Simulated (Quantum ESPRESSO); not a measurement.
CuO under changes of volume

One of the cells (12.473 Å³/atom); the others are scaled copies at fixed shape and fractional positions:

```xyz
4
Lattice="3.4221 0.0000 0.0000 0.0000 3.4221 0.0000 0.0000 0.0000 4.2605" Properties=species:S:1:pos:R:3 pbc="T T T"
Cu    0.0000    1.7110    0.0000
Cu    1.7110    0.0000    2.1302
O     0.0000    0.0000    1.0651
O     0.0000    0.0000    3.1953
```

Measurements of this composition are mostly on another form, of space group No. 15.

- Program: Quantum ESPRESSO 7.5
- Functional: r2SCAN
- Potentials or basis: SG15 PBE 1.2
- Cutoff: 1197 eV
- Density cutoff: 4789 eV
- k mesh: 4 × 4 × 3
- Occupations: fermi-dirac, width 0.05 eV
- Spin: no spin polarisation

```tsv
volume (Å³/atom)	energy over the lowest point (meV/atom)	pressure (GPa)
11.725	0.00	0.6
11.974	1.34	-2.3
12.224	6.97	-4.9
12.473	16.40	-7.2
12.722	29.23	-9.3
12.972	45.07	-11.1
13.221	?	?
```

What does the run at 13.221 Å³/atom give?

Energy over the lowest point 63.57 meV/atom; pressure -12.7 GPa.

Worked out: A Birch-Murnaghan fit of order 3 (a polynomial in V^(-2/3)) to the other rows has its minimum at 11.78 Å³/atom with B0 = V·E''(V) = 143 GPa and B' = 4.7 at fixed shape and positions, which overstates the stiffness. It gives 63.52 meV/atom at 13.221 Å³/atom, against the run's 63.57, and -dE/dV = -12.7 GPa, against -12.7.

Energies are extrapolated to zero smearing.

Caveats: all runs use coarse meshes; the potentials were made for another functional, which shifts forces and pressure; the run has no spin polarisation, though such a crystal can be magnetic.
